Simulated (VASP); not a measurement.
# BeTe: convergence, self-consistent run

BeTe, F-43m (no. 216), 2 atoms in the cell. PBE; PAW potentials Te, Be (PBE set). VASP 6.6.1.

Wanted: energy within 0.2 meV/atom; levels at the zone centre within 0.003 eV.

What the run is for: comparing ways to start; Accuracy asked: tight.

Levels at the zone centre: counted from the valence top at that point.

POSCAR:
```
BeTe
1.0
    0.0000000000      2.7700000000      2.7700000000
    2.7700000000      0.0000000000      2.7700000000
    2.7700000000      2.7700000000      0.0000000000
Te Be
1 1
Direct
    0.7500000000      0.7500000000      0.7500000000
    0.0000000000      0.0000000000      0.0000000000
```

## How the run starts (with a second run first, the time holds both)

| How the run starts (with a second run first, the time holds both) | Energy less reference (meV/atom) | Levels at the zone centre, largest deviation (eV) | Time (s) |
|---|---|---|---|
| from scratch: 13 SCF iterations | 0.00 | 0.0000 | 5.3 |
| orbitals of a nearby geometry (ISTART 1): 13 + 9 SCF iterations | 0.00 | 0.0001 | 18 |
| orbitals and density of a nearby geometry: 13 + 10 SCF iterations | 0.00 | 0.0001 | 19 |
| density of a nearby geometry (ICHARG 1): 13 + 13 SCF iterations | 0.00 | 0.0001 | 22 |
| orbitals in the old basis (ISTART 2), symmetry off: 13 + 9 SCF iterations | -0.04 | 0.0000 | 70 |

Chosen: from scratch: 13 SCF iterations; no other choice that stays within half of the tolerance saves 30 % of the time.

The chosen settings are those of the reference run.

Values of the reference run: Levels at the zone centre: 0, 0, 3.564 eV from the valence top at Gamma.

## The input

INCAR:
```
GGA      = PE             # functional
ISMEAR   = 0              # smearing method
SIGMA    = 0.03           # smearing width, eV
LWAVE    = False          # write WAVECAR
LCHARG   = False          # write CHGCAR
ISIF     = 2              # what is computed and relaxed
PREC     = Accurate       # precision mode
LASPH    = True           # aspherical terms in the spheres
LREAL    = False          # projectors in reciprocal space
ALGO     = Normal         # electronic algorithm
EDIFF    = 1E-6           # SCF threshold, eV
NELM     = 120            # most SCF steps
GGA_COMPAT= False        
ENCUT    = 400            # plane-wave cutoff, eV
EFERMI   = MIDGAP        
```

KPOINTS:
```
k-points
0
Gamma
  8 8 8
```

Commands:
```
cat potpaw_PBE.64/Te/POTCAR potpaw_PBE.64/Be/POTCAR > POTCAR
mpirun -np 1 vasp_std > vasp.out
```

The chosen input took VASP 6.6.1 5.3 s on 1 core (Intel Xeon Platinum 8488C (Sapphire Rapids)), a shared host.

## An input that fails: restart asked without its files

VASP's message: ERROR: charge density could not be read from file CHGCAR for ICHARG>10.

Changes against the starting input:
```
- NELM = 120
+ NELM = 60
+ ICHARG = 11
```
